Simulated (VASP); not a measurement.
# BAs (F-43m) in VASP: further runs, part 2 of 2

VASP 6.6.1. Earlier steps stand in the parts before.

### Step 3. Relaxation of cell and atoms, PBE

This run uses another cell than the first one, of 13.97 Å³/atom, 1.025 times its volume.

File INCAR:

```
SYSTEM = BAs
PREC = Accurate
ENCUT = 600
EDIFF = 1E-7
ISMEAR = 0
SIGMA = 0.03
LREAL = .FALSE.
LASPH = .TRUE.
NELM = 80
ALGO = Normal
ISIF = 3
LWAVE = .FALSE.
LCHARG = .FALSE.
GGA = PE
IBRION = 2
NSW = 90
EDIFFG = -0.005
```

File KPOINTS:

```
Automatic mesh
0
G
  10 10 10
  0 0 0
```

File POSCAR:

```
BAs                                     
1.0
    0.0000000000      2.4081703798      2.4081703798
    2.4081703798      0.0000000000      2.4081703798
    2.4081703798      2.4081703798      0.0000000000
  B               As            
     1     1
Direct
     0.0000000000000000    0.0000000000000000    0.0000000000000000
     0.2500000000000000    0.2500000000000000    0.2500000000000000
```

Potentials or basis: VASP PAW PBE potentials, release 64 (B, As).

Run with:

```
cat potpaw_PBE.64/B/POTCAR potpaw_PBE.64/As/POTCAR > POTCAR
mpirun -np 1 vasp_std > vasp.out
```

Run time: 6.5 s. Hardware: 1 thread of Intel Xeon 6975P-C (Granite Rapids), shared host; peak memory 0.16 GiB.

Results (log left out):

```
Free energy             : -11.4145 eV
Pressure after relaxing : 0.0 GPa
Band gap on the k mesh  : 1.20 eV, indirect (least direct gap 3.25 eV)
```

Final structure:
```
B As
1.0
     0.00000    2.40817    2.40817
     2.40817    0.00000    2.40817
     2.40817    2.40817    0.00000
B As
1 1
Direct
  0.00000 0.00000 0.00000
  0.25000 0.25000 0.25000
```

Levels at points of the mesh, in eV from the valence-band top:
| k point | band 1 | band 2 | band 3 | band 4 | band 5 | band 6 | band 7 | band 8 |
| --- | --- | --- | --- | --- | --- | --- | --- | --- |
| (0.00, 0.00, 0.00) | -15.18 | 0.00 | 0.00 | 0.00 | 3.25 | 3.25 | 3.25 | 4.38 |
| (0.50, 0.00, 0.00) | -12.40 | -8.61 | -1.78 | -1.78 | 2.55 | 4.75 | 4.75 | 8.82 |
| (0.50, 0.50, 0.00) | -11.12 | -8.39 | -3.98 | -3.98 | 1.46 | 1.46 | 11.13 | 11.13 |

Caveat: the relaxation stopped at its first step, so nothing moved.

### Step 4. Relaxation of cell and atoms, LDA

File INCAR:

```
ALGO     = Normal         # electronic algorithm
EDIFF    = 1E-6           # SCF threshold, eV
EDIFFG   = -0.01          # ionic threshold
ENCUT    = 600            # plane-wave cutoff, eV
GGA      = CA             # functional
IBRION   = 2              # ionic algorithm
ISIF     = 3              # what is computed and relaxed
ISMEAR   = 0              # smearing method
LASPH    = True           # aspherical terms in the spheres
LCHARG   = False          # write CHGCAR
LREAL    = False          # projectors in reciprocal space
LWAVE    = False          # write WAVECAR
NELM     = 80             # most SCF steps
NSW      = 90             # ionic steps
PREC     = Accurate       # precision mode
SIGMA    = 0.03           # smearing width, eV
```

File KPOINTS:

```
k-points
0
Gamma
  10 10 10
```

File POSCAR:

```
BAs
1.0
    0.0000000000      2.3885000000      2.3885000000
    2.3885000000      0.0000000000      2.3885000000
    2.3885000000      2.3885000000      0.0000000000
B As
1 1
Direct
    0.0000000000      0.0000000000      0.0000000000
    0.2500000000      0.2500000000      0.2500000000
```

Potentials or basis: VASP PAW LDA potentials, release 64 (B, As).

Run with:

```
cat potpaw_LDA.64/B/POTCAR potpaw_LDA.64/As/POTCAR > POTCAR
mpirun -np 1 vasp_std > vasp.out
```

Wall time 11 s (1 thread of Intel Xeon 6975P-C (Granite Rapids), shared host); peak memory 0.15 GiB.

It converged, with:

| Item | Value |
| --- | --- |
| Free energy | -12.9275 eV |
| Relaxed volume | 13.33 Å³/atom |
| Relaxed cell | a = 3.353 Å, b = 3.353 Å, c = 3.353 Å, α = 60.00°, β = 60.00°, γ = 60.00° |
| Space group after relaxing (to 0.05 Å) | F-43m (No. 216) |
| Energy gained by relaxing | 2.9 meV/atom |
| Ionic steps | 3 |
| Pressure after relaxing | 0.0 GPa |
| Band gap on the k mesh | 1.10 eV, indirect (least direct gap 3.28 eV) |

Step by step:
```csv
step,energy change (eV),largest force (eV/Å),pressure (GPa),volume (Å³)
1,0.0000,0.0000,-3.09,27.25
2,-0.0025,0.0000,2.51,26.23
3,-0.0058,0.0000,-0.01,26.66
```

Final structure:
```
CELL_PARAMETERS angstrom
0.00000 2.37115 2.37115
2.37115 0.00000 2.37115
2.37115 2.37115 0.00000
ATOMIC_POSITIONS crystal
B 0.00000 0.00000 0.00000
As 0.25000 0.25000 0.25000
```

Levels at points of the mesh, in eV from the valence-band top:
| k point | band 2 | band 3 | band 4 | band 5 | band 6 | band 7 |
| --- | --- | --- | --- | --- | --- | --- |
| (0.00, 0.00, 0.00) | 0.00 | 0.00 | 0.00 | 3.28 | 3.28 | 3.28 |
| (0.50, 0.00, 0.00) | -8.92 | -1.85 | -1.85 | 2.82 | 4.78 | 4.78 |
| (0.50, 0.50, 0.00) | -8.55 | -4.17 | -4.17 | 1.32 | 1.39 | 11.44 |

A k mesh can miss the band edges. LDA usually gives volumes a few per cent too small.

### Step 5. Relaxation of cell and atoms, LDA

This run uses another cell than the first one, of 13.33 Å³/atom, 0.978 times its volume.

Changes to INCAR since step 4:

```diff
@@ -1,4 +1,4 @@
 ALGO     = Normal         # electronic algorithm
-EDIFF    = 1E-6           # SCF threshold, eV
-EDIFFG   = -0.01          # ionic threshold
+EDIFF    = 1E-7           # SCF threshold, eV
+EDIFFG   = -0.005         # ionic threshold
 ENCUT    = 600            # plane-wave cutoff, eV
```

KPOINTS is that of step 4.

File POSCAR:

```
BAs                                     
1.0
    0.0000000000      2.3711456976      2.3711456976
    2.3711456976     -0.0000000000      2.3711456976
    2.3711456976      2.3711456976      0.0000000000
  B               As            
     1     1
Direct
     0.0000000000000000    0.0000000000000000    0.0000000000000000
     0.2500000000000000    0.2500000000000000    0.2500000000000000
```

Run with:

```
cat potpaw_LDA.64/B/POTCAR potpaw_LDA.64/As/POTCAR > POTCAR
mpirun -np 1 vasp_std > vasp.out
```

Run time: 6.3 s. Hardware: 1 thread of Intel Xeon 6975P-C (Granite Rapids), shared host; peak memory 0.14 GiB.

It converged, with:

| Quantity | Value |
| --- | --- |
| Free energy | -12.9274 eV |
| Pressure after relaxing | 0.0 GPa |
| Band gap on the k mesh | 1.10 eV, indirect (least direct gap 3.28 eV) |

Final structure:
```
CELL_PARAMETERS angstrom
0.00000 2.37115 2.37115
2.37115 0.00000 2.37115
2.37115 2.37115 0.00000
ATOMIC_POSITIONS crystal
B 0.00000 0.00000 0.00000
As 0.25000 0.25000 0.25000
```

Levels at points of the mesh, in eV from the valence-band top:
```
           k point  band 1  band 2  band 3  band 4  band 5  band 6  band 7  band 8
(0.00, 0.00, 0.00)  -15.58    0.00    0.00    0.00    3.28    3.28    3.28    4.97
(0.50, 0.00, 0.00)  -12.64   -8.92   -1.85   -1.85    2.82    4.78    4.78    8.74
(0.50, 0.50, 0.00)  -11.33   -8.55   -4.17   -4.17    1.32    1.39   11.44   11.44
```

Caveat: the relaxation stopped at its first step, so nothing moved.

### Step 6. Relaxation of cell and atoms, RPBE

File INCAR:

```
SYSTEM = BAs
ALGO     = Normal         ! electronic algorithm
EDIFF    = 1E-6           ! SCF threshold, eV
EDIFFG   = -0.01          ! ionic threshold
ENCUT    = 600            ! plane-wave cutoff, eV
GGA      = RP             ! functional
IBRION   = 2              ! ionic algorithm
ISIF     = 3              ! what is computed and relaxed
ISMEAR   = 0              ! smearing method
LASPH    = .True.         ! aspherical terms in the spheres
LCHARG   = .False.        ! write CHGCAR
LREAL    = .False.        ! projectors in reciprocal space
LWAVE    = .False.        ! write WAVECAR
NELM     = 80             ! most SCF steps
NSW      = 90             ! ionic steps
PREC     = Accurate       ! precision mode
SIGMA    = 0.03           ! smearing width, eV
```

File KPOINTS:

```
k-points
0
Gamma
  10 10 10
  0 0 0
```

File POSCAR:

```
BAs
1.0
    0.0000000000      2.3885000000      2.3885000000
    2.3885000000      0.0000000000      2.3885000000
    2.3885000000      2.3885000000      0.0000000000
B As
1 1
Direct
    0.0000000000      0.0000000000      0.0000000000
    0.2500000000      0.2500000000      0.2500000000
```

Potentials or basis: VASP PAW PBE potentials, release 64 (B, As).

Run with:

```
cat potpaw_PBE.64/B/POTCAR potpaw_PBE.64/As/POTCAR > POTCAR
mpirun -np 1 vasp_std > vasp.out
```

Wall time 24 s (1 thread of Intel Xeon Platinum 8259CL at 2.50GHz (Skylake/Cascade Lake), shared host); peak memory 0.17 GiB.

It converged, with:

- Free energy: -10.7501 eV
- Relaxed volume: 14.23 Å³/atom
- Relaxed cell: a = 3.427 Å, b = 3.427 Å, c = 3.427 Å, α = 60.00°, β = 60.00°, γ = 60.00°
- Space group after relaxing (to 0.05 Å): F-43m (No. 216)
- Energy gained by relaxing: 10.9 meV/atom
- Ionic steps: 3
- Pressure after relaxing: 0.0 GPa
- Band gap on the k mesh: 1.26 eV, indirect (least direct gap 3.22 eV)

The path:
| step | energy change (eV) | largest force (eV/Å) | pressure (GPa) | volume (Å³) |
| --- | --- | --- | --- | --- |
| 1 | 0.0000 | 0.0000 | 5.99 | 27.25 |
| 2 | -0.0126 | 0.0000 | -3.43 | 29.31 |
| 3 | -0.0219 | 0.0000 | 0.00 | 28.47 |

Final structure:
```
CELL_PARAMETERS angstrom
0.00000 2.42354 2.42354
2.42354 0.00000 2.42354
2.42354 2.42354 0.00000
ATOMIC_POSITIONS crystal
B 0.00000 0.00000 0.00000
As 0.25000 0.25000 0.25000
```

Levels at points of the mesh, in eV from the valence-band top:
| k point | band 2 | band 3 | band 4 | band 5 | band 6 | band 7 |
| --- | --- | --- | --- | --- | --- | --- |
| (0.00, 0.00, 0.00) | 0.00 | 0.00 | 0.00 | 3.22 | 3.22 | 3.22 |
| (0.50, 0.00, 0.00) | -8.48 | -1.75 | -1.75 | 2.46 | 4.74 | 4.74 |
| (0.50, 0.50, 0.00) | -8.33 | -3.91 | -3.91 | 1.50 | 1.54 | 11.01 |

Caveat: the PAW data sets were made with another functional, which shifts forces and pressure a little. RPBE and its kin give volumes clearly too large for solids.

### Step 7. Overview

| level | potentials or basis | gap on the mesh (eV) | pressure (GPa) |
| --- | --- | --- | --- |
| PBE | VASP PAW PBE potentials, release 64 (B, As) | 1.20 | 0.0 |
| LDA | VASP PAW LDA potentials, release 64 (B, As) | 1.10 | 0.0 |
| RPBE | VASP PAW PBE potentials, release 64 (B, As) | 1.26 | 0.0 |

Alike in all rows: task relaxation of cell and atoms; no spin polarisation; cell relaxed; k mesh 10 × 10 × 10; cutoff (eV) 600; smearing gaussian 0.03 eV.

Caveats: the relaxation stopped at its first step, so nothing moved (some runs); the PAW data sets were made with another functional, which shifts forces and pressure a little (some runs).

Total energies depend on the potentials used, so only differences within one code and one set of settings carry meaning.
